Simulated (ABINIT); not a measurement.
Si2Mo:

```
Mo Si
1.0
    -1.60000    1.60000    3.93050
     1.60000   -1.60000    3.93050
     1.60000    1.60000   -3.93050
Mo Si
1 2
Direct
  0.00000 0.00000 0.00000
  0.66700 0.66700 0.00000
  0.33300 0.33300 0.00000
```

```yaml
Program: ABINIT 10.8.3 (patched build)
Task: relaxation of cell and atoms
Functional: PBEsol
Potentials_or_basis: JTH PAW PBE v2.0
Cutoff: 408 eV
k_mesh: 12 × 12 × 12
Occupations: fermi-dirac, width 0.05 eV
Spin: no spin polarisation
```

At the start: pressure -2.4 GPa; volume 13.42 Å³/atom.

Task: Where does the relaxation end?

Result: Over 8 steps the energy falls by 2.8 meV/atom and the volume is 13.29 Å³/atom (-1.0 %); space group I4/mmm (No. 139, to 0.05 Å).

The path:
| step | energy change (eV) | largest force (eV/Å) | pressure (GPa) | volume (Å³) |
| --- | --- | --- | --- | --- |
| 1 | 0.0000 | 0.3183 | -2.40 | 40.25 |
| 2 | -0.0050 | 0.2453 | -0.75 | 39.95 |
| 3 | -0.0071 | 0.1378 | 0.52 | 39.74 |
| 4 | -0.0077 | 0.0778 | 0.58 | 39.74 |
| 5 | -0.0083 | 0.0010 | 0.20 | 39.82 |
| 6 | -0.0083 | 0.0018 | 0.03 | 39.85 |
| 7 | -0.0083 | 0.0001 | 0.00 | 39.86 |
| 8 | -0.0083 | 0.0002 | 0.00 | 39.86 |

Final structure:
```
Mo Si
1.0
    -1.59589    1.59589    3.91248
     1.59589   -1.59589    3.91248
     1.59589    1.59589   -3.91248
Mo Si
1 2
Direct
  0.00000 0.00000 0.00000
  0.66498 0.66498 0.00000
  0.33502 0.33502 0.00000
```

Caveat: the PAW data sets were made with another functional, which shifts forces and pressure a little.
